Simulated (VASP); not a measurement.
# W in VASP: a series of runs, part 2 of 2

VASP 6.6.1. Earlier steps stand in the parts before.

## Step 4: Single point, LDA

INCAR

```
SYSTEM = W
PREC     = Accurate       ! precision mode
ENCUT    = 520            ! plane-wave cutoff, eV
EDIFF    = 1E-6           ! SCF threshold, eV
ISMEAR   = 1              ! smearing method
SIGMA    = 0.1            ! smearing width, eV
LREAL    = .False.        ! projectors in reciprocal space
LASPH    = .True.         ! aspherical terms in the spheres
NELM     = 80             ! most SCF steps
ALGO     = Fast           ! electronic algorithm
ISIF     = 2              ! what is computed and relaxed
LWAVE    = .False.        ! write WAVECAR
LCHARG   = .False.        ! write CHGCAR
LDIPOL   = .True.       
IDIPOL   = 3            
DIPOL    = 0.5 0.5 0.500
NBANDS   = 51             ! bands
LVHAR    = .True.       
LVACPOTAV= .True.       
ICORELEVEL= 1            
KPAR     = 4
```

KPOINTS

```
Automatic mesh
0
Gamma
  15 15 1
  0 0 0
```

POSCAR

```
W                                       
1.0
    2.7200784100      0.0000000000      0.0000000000
   -0.9066928000      2.5645145200      0.0000000000
    0.0000000000      0.0000000000     26.1046735900
  W             
     6
Direct
     0.5000000000000000    0.5000000000000000    0.2903732777739411
     1.0000000000000000    0.0000000000000000    0.3723343707903096
     0.5000000000000000    0.5000000000000000    0.4574563272280233
     0.0000000000000000    0.0000000000000000    0.5425436727719768
     0.5000000000000000    0.5000000000000000    0.6276656292096904
     1.0000000000000000    0.0000000000000000    0.7096267222260587
```

Potentials or basis: VASP PAW LDA potentials, release 64 (W_sv).

Command:

```console
$ cat potpaw_LDA.64/W_sv/POTCAR > POTCAR
$ mpirun -np 4 vasp_std > vasp.out
```

OUTCAR:

```text
SYSTEM = W
   PREC = Accurate
   ENCUT = 520
   EDIFF = 1E-6
   ISMEAR = 1
   LREAL = .False.
   LASPH = .True.
   NELM = 80
   ISIF = 2

 ion  position               nearest neighbor table
   1  0.500  0.500  0.290-   2 2.65   2 2.65   2 3.08   2 3.08
   2  0.000  0.000  0.372-   1 2.65   1 2.65   3 2.72   3 2.72   1 3.08   1 3.08   3 3.14   3 3.14

   3  0.500  0.500  0.457-   4 2.72   4 2.72   2 2.72   2 2.72   4 3.14   4 3.14   2 3.14   2 3.14

   4  0.000  0.000  0.543-   3 2.72   3 2.72   5 2.72   5 2.72   3 3.14   3 3.14   5 3.14   5 3.14

   5  0.500  0.500  0.628-   6 2.65   6 2.65   4 2.72   4 2.72   6 3.08   6 3.08   4 3.14   4 3.14

   6  0.000  0.000  0.710-   5 2.65   5 2.65   5 3.08   5 3.08

  LATTYP: Found a base centered orthorhombic cell.
 ALAT       =     3.1408760074
 B/A-ratio  =     1.4142135604
 C/A-ratio  =     8.3112716097

  Lattice vectors:

 A1 = (   2.7200784100,   0.0000000000,   0.0000000000)
 A2 = (  -0.9066928000,   2.5645145200,   0.0000000000)
 A3 = (   0.0000000000,   0.0000000000,  26.1046735900)

Analysis of symmetry for initial positions (statically):
=====================================================================
 Subroutine PRICEL returns:
 Original cell was already a primitive cell.

 Routine SETGRP: Setting up the symmetry group for a
 base centered orthorhombic supercell.

 Subroutine GETGRP returns: Found  8 space group operations
 (whereof  4 operations were pure point group operations)
 out of a pool of  8 trial point group operations.

The static configuration has the point symmetry C_2v.
 The point group associated with its full space group is D_2h.

Analysis of symmetry for dynamics (positions and initial velocities):
=====================================================================
 Subroutine PRICEL returns:
[... 152 lines left out ...]
  energy-cutoff  :      520.00
  volume of cell :      182.10
 maximum number of plane-waves:      4964
   NGX = 11   NGY = 11   NGZ = 97

 number of electron      84.0000008 magnetization

 dipolmoment           0.000000      0.000000     -0.000000 electrons x Angstroem

 Free energy of the ion-electron system (eV)
  ---------------------------------------------------
  ext. energy  EPLUGINS =         0.00000000
  ---------------------------------------------------
  free energy    TOTEN  =       -81.45607034 eV

  energy without entropy =      -81.45710291  energy(sigma->0) =      -81.45641453

 the core state eigenenergies are
   1-  1s -68982.4090  2s -11911.8855  2p -10432.3374  3s  -2737.7321  3p  -2298.6332
       3d  -1791.7542  4s   -556.9287  4p   -412.5378  4d   -229.0392  4f    -24.8723

   2-  1s -68982.3234  2s -11911.8391  2p -10432.2870  3s  -2737.7117  3p  -2298.6126
       3d  -1791.7318  4s   -556.9470  4p   -412.5603  4d   -229.0672  4f    -24.9172
[... 10 lines left out ...]
   6-  1s -68982.4090  2s -11911.8855  2p -10432.3374  3s  -2737.7321  3p  -2298.6332
       3d  -1791.7542  4s   -556.9287  4p   -412.5378  4d   -229.0392  4f    -24.8723

 E-fermi :   3.5658     XC(G=0):  -7.9477

 val. band max:        3.5643978304   @ k =  -0.3333   0.2667   0.0000
 cond. band min:       3.5825330718   @ k =   0.3333   0.3333   0.0000
 fundamental gap:      0.0181352414
 Fermi energy:         3.5657980971

 k-point     1 :       0.0000    0.0000    0.0000
  band No.  band energies     occupation
      1     -70.1974      2.00000
      2     -70.1716      2.00000
      3     -70.1249      2.00000
      4     -70.0750      2.00000
      5     -69.9903      2.00000
      6     -69.9895      2.00000
[... 1285 lines left out ...]
     50       6.2849      0.00000
     51       6.3950      0.00000

 [... further k-points ...]

------------------------ aborting loop because EDIFF is reached ----------------------------------------

  FORCE on cell =-STRESS in cart. coord.  units (eV):
  Direction    XX          YY          ZZ          XY          YZ          ZX
  --------------------------------------------------------------------------------------
  -------------------------------------------------------------------------------------
  Total       -3.5069059     -3.8552355     -0.0569234     -0.4926124      0.0000000      0.0000000
  in kB      -30.8553048    -33.9200622     -0.5008375     -4.3342215      0.0000000      0.0000000
  external PRESSURE =     -21.7587348 kB  Pullay stress =       0.0000000 kB

 VOLUME and BASIS-vectors are now :
 -----------------------------------------------------------------------------
  energy-cutoff  :      520.00
  volume of cell :      182.10
      direct lattice vectors                 reciprocal lattice vectors
     2.720078410  0.000000000  0.000000000     0.367636461  0.129979117  0.000000000
    -0.906692800  2.564514520  0.000000000     0.000000000  0.389937352  0.000000000
     0.000000000  0.000000000 26.104673590     0.000000000  0.000000000  0.038307317

 POSITION                                       TOTAL-FORCE (eV/Angst)
 -----------------------------------------------------------------------------------
      0.90669      1.28226      7.58010         0.000000      0.000000     -0.008669
      0.00000      0.00000      9.71967        -0.000000      0.000000      0.006308
      0.90669      1.28226     11.94175        -0.000000      0.000000      0.015135
      0.00000      0.00000     14.16293        -0.000000      0.000000     -0.015135
      0.90669      1.28226     16.38501        -0.000000      0.000000     -0.006308
      0.00000      0.00000     18.52457         0.000000      0.000000      0.008669
 -----------------------------------------------------------------------------------
    total drift:                                0.000000      0.000000      0.000000

  FREE ENERGIE OF THE ION-ELECTRON SYSTEM (eV)
  ---------------------------------------------------
  free  energy   TOTEN  =       -81.4560703441 eV

  energy  without entropy=      -81.4571029084  energy(sigma->0) =      -81.45641453

 vacuum level on the upper side and lower side of the slab         8.619         8.619
```

It took 2.8 min on 4 MPI ranks of Intel Xeon 6975P-C (Granite Rapids), shared host; peak memory 0.48 GiB.

Results:

```
Free energy                     : -81.4561 eV
Largest force                   : 0.015 eV/Å
Band gap on the k mesh          : none (metal or under the smearing width)
Work function of the upper face : 5.05 eV
Work function of the lower face : 5.05 eV
```

Forces in eV/Å, atoms in the order of the input:
```
W    0.000  0.000 -0.009
W    0.000  0.000  0.006
W    0.000  0.000  0.015
W    0.000  0.000 -0.015
W    0.000  0.000 -0.006
W    0.000  0.000  0.009
```

Levels at points of the mesh, in eV from the Fermi level:
```tsv
k point	band 38	band 39	band 40	band 41	band 42	band 43	band 44	band 45	band 46	band 47
(0.00, 0.00, 0.00)	-1.40	-1.31	-1.29	-1.16	-1.10	-0.46	0.16	0.85	0.89	1.57
```

Core levels (eV, on the scale of the bands):
```tsv
atom	levels
1 W	1s -68982.4, 2s -11911.9, 2p -10432.3, 3s -2737.7, 3p -2298.6, 3d -1791.8, 4s -556.9, 4p -412.5, 4d -229.0, 4f -24.9
2 W	1s -68982.3, 2s -11911.8, 2p -10432.3, 3s -2737.7, 3p -2298.6, 3d -1791.7, 4s -556.9, 4p -412.6, 4d -229.1, 4f -24.9
3 W	1s -68982.4, 2s -11911.9, 2p -10432.3, 3s -2737.7, 3p -2298.6, 3d -1791.8, 4s -557.0, 4p -412.6, 4d -229.1, 4f -24.9
4 W	1s -68982.4, 2s -11911.9, 2p -10432.3, 3s -2737.7, 3p -2298.6, 3d -1791.8, 4s -557.0, 4p -412.6, 4d -229.1, 4f -24.9
5 W	1s -68982.3, 2s -11911.8, 2p -10432.3, 3s -2737.7, 3p -2298.6, 3d -1791.7, 4s -556.9, 4p -412.6, 4d -229.1, 4f -24.9
6 W	1s -68982.4, 2s -11911.9, 2p -10432.3, 3s -2737.7, 3p -2298.6, 3d -1791.8, 4s -556.9, 4p -412.5, 4d -229.0, 4f -24.9
```
